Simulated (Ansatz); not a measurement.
The system is BAs.

```
CELL_PARAMETERS angstrom
0.00000 2.38850 2.38850
2.38850 0.00000 2.38850
2.38850 2.38850 0.00000
ATOMIC_POSITIONS crystal
As 0.75000 0.75000 0.75000
B 0.00000 0.00000 0.00000
```

| Item | Value |
| --- | --- |
| Program | Ansatz 0.2.0 |
| Task | single point |
| Functional | PBE |
| Potentials or basis | Ansatz PAW |
| Cutoff | 420 eV (not typed: the program's choice for these potentials) |
| k mesh | 10 × 10 × 10 |
| Occupations | fermi-dirac, width 0.05 eV |
| Spin | no spin polarisation |

On this cell: pressure 2.8 GPa; largest force zero by symmetry; band gap on the k mesh 1.18 eV, indirect (least direct gap 3.28 eV).

The same run follows on a disturbed copy (atoms moved at random, drawn with an rms of 0.05 Å):

```
As B
1.0
     0.00000    2.38850    2.38850
     2.38850    0.00000    2.38850
     2.38850    2.38850    0.00000
As B
1 1
Direct
  0.74962 0.74959 0.73170
  0.00331 0.97773 0.98514
```

Question: What does the disturbed cell give?

Answer: The energy moves by +16.3 meV/atom; pressure 3.0 GPa; largest force 0.996 eV/Å; band gap on the k mesh 0.66 eV, indirect (least direct gap 2.40 eV).

Forces on the atoms (eV/Å):
```
As  -0.695  0.195 -0.685
B    0.695 -0.195  0.685
```

Stress tensor (GPa, compression positive):
```
 2.97  1.76 -0.44
 1.76  3.12  1.79
-0.44  1.79  2.97
```

A k mesh can miss the band edges.
